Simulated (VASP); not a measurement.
A run of VASP 6.6.1:

POSCAR

```
Te2Mo
1.0
    3.5200000000      0.0000000000      0.0000000000
   -1.7600000000      3.0484090000      0.0000000000
    0.0000000000      0.0000000000     21.6200000000
Te Mo
2 1
Direct
    0.6666670000      0.3333330000      0.4161960000
    0.6666670000      0.3333330000      0.5838040000
    0.3333330000      0.6666670000      0.5000000000
```

The input INCAR.step1:

```
SYSTEM = Te2Mo
  PREC = Accurate
  ENCUT = 520
  EDIFF = 1E-5
  ISMEAR = -1
  SIGMA = 0.05
  LREAL = .False.
  LASPH = .True.
  NELM = 100
  ALGO = Normal
  ISIF = 2
  LWAVE = .True.
  LCHARG = .False.
  NBANDS = 20
  GGA = PE
```

The input INCAR.step2:

```
SYSTEM = Te2Mo
  PREC = Accurate
  ENCUT = 520
  EDIFF = 1E-7
  ISMEAR = -1
  SIGMA = 0.05
  LREAL = .False.
  LASPH = .True.
  NELM = 100
  ALGO = Normal
  ISIF = 2
  LWAVE = .False.
  LCHARG = .False.
  GGA = PE
  LHFCALC = .True.
  HFSCREEN = 0.2
  PRECFOCK = Normal
  NBANDS = 20
  ISTART = 1
```

The input KPOINTS:

```
Automatic mesh
0
Gamma
  6 6 1
  0 0 0
```

Potentials or basis: VASP PAW PBE potentials, release 64 (Te, Mo_sv).

Launch:

```sh
$ cat potpaw_PBE.64/Te/POTCAR potpaw_PBE.64/Mo_sv/POTCAR > POTCAR
$ cp INCAR.step1 INCAR
$ mpirun -np 1 vasp_std > vasp.out
$ cp INCAR.step2 INCAR
$ mpirun -np 1 vasp_std > vasp.out
```

Hardware: 1 thread of Intel(R) Xeon(R) Platinum 8259CL CPU @ 2.50GHz (Skylake/Cascade Lake), on a shared host.

Q: How long does it take, and how much memory?

A: Wall time 28 min on 1 thread of Intel(R) Xeon(R) Platinum 8259CL CPU @ 2.50GHz (Skylake/Cascade Lake), on a shared host, peak memory 0.48 GiB. Counts: scf iterations 11, k points 7.
